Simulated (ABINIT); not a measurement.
A run of ABINIT 10.8.3 (patched build) is set up as follows.

The input run.abi:

```
# Pseudopotentials
pp_dirpath "./"
pseudos "Zn.upf, O.upf"

# Structure
acell 3*1.0 Angstrom
rprim
     3.2493080000     0.0000000000     0.0000000000
    -1.6246540000     2.8139832727     0.0000000000
     0.0000000000     0.0000000000     5.2057090000
ntypat 2
znucl 30 8
natom 4
typat 1 1 2 2
xred
     0.6666666667     0.3333333333     0.0000000000
     0.3333333333     0.6666666667     0.5000000000
     0.3333333333     0.6666666667     0.8790100000
     0.6666666667     0.3333333333     0.3790100000

# Plane-wave basis
ecut 1034.032677 eV

# k points
kptopt 1
ngkpt 7 7 4
nshiftk 1
shiftk 0.0 0.0 0.0

# Exchange and correlation
ixc 11

# Bands and occupations
nband 32
occopt 3
tsmear 0.05 eV

# SCF cycle
nstep 100
tolvrs 1.0e-10

# Output
iomode 3
prtwf 0
prtden 0
prteig 0
prtebands 0
enunit 1
```

Potentials or basis: PseudoDojo NC SR PBE v0.4.1 standard.

Command:

```console
$ abinit run.abi > log 2>&1
```

**Question.** Estimate the band gap on the k mesh.

**Answer.** 0.87 eV, direct.

**Question.** What does it give for the largest force?

**Answer.** 0.071 eV/Å.

Forces in eV/Å, atoms in the order of the input:
```
Zn   0.000  0.000 -0.071
Zn   0.000  0.000 -0.071
O    0.000  0.000  0.071
O    0.000  0.000  0.071
```

**What was measured.**

“Electronic structure of alkaline earth and post-transition metal oxides”, 2009, arxiv:0908.1581 quotes, for a bulk crystal of ZnO: band gap 3.37 eV.

Measured gap of ZnO: 3.37 eV (quoted in “Electronic structure of alkaline earth and post-transition metal oxides”, 2009, arxiv:0908.1581). This calculation gives 0.87 eV (-2.50 eV). So large a miss can be the level of theory's own, or it may mean another phase, state or a wrong row. The value is that of PBE, without temperature or zero-point motion. Semilocal functionals fall short of measured gaps as a rule.
